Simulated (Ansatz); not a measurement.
## HfN in Ansatz: convergence with xc grid

Input of the first run (xc grid 1); the others differ in this setting and in those tied to it:

File input.yaml:

```yaml
crystal:
  lattice:
    - [0.0, 2.454822, 2.454822]
    - [2.454822, 0.0, 2.454822]
    - [2.454822, 2.454822, 0.0]
  atoms:
    - { symbol: Hf, position: [-0.001531, -0.002943, -0.0034] }
    - { symbol: "N", position: [0.263783, 0.242806, 0.239363] }
hamiltonian:
  xc: pbe
  pseudopotentials: { kind: paw, source: jth }
kpoints:
  mp_grid: { grid: [7, 7, 7] }
scf:
  occupations: { method: gaussian, width: 0.1 }
output:
  forces: true
  stress: true
  eigenvalues: true
basis:
  xc_grid: 1
```

Potentials or basis: JTH PAW.

Launch:

```console
$ ansatz run input.yaml --threads 2 --pin off --max-ram 5632MiB --backend cpu --events-out ev --progress --plain --runs-dir out
```

The cell isn't the ideal one: atoms moved at random, drawn with an rms of 0.05 Å.

The cell comes from a database or a generator and needn't be the stable form of this composition.

Hardware: 2 threads of Arm Neoverse V2, on a shared host.

| xc grid | energy less the tightest run, at zero smearing (meV/atom) | SCF cycles | CPU time (s) | peak memory (GiB) |
| --- | --- | --- | --- | --- |
| 1 | 0.02 | 7 | 20 | 0.67 |
| 2 | 0.05 | 7 | 20 | 0.69 |
| 3 | 0.00 | 7 | 21 | 0.75 |
| 4 | 0.00 | 7 | 22 | 0.87 |
| 5 | 0.00 | 7 | 24 | 1.1 |

Against the tightest run, the energy stays within 1 meV/atom from 1 on. The tightest run that finished is the yardstick and may itself not be fully converged.

The run has no spin-orbit coupling, so splittings on Hf are missing.
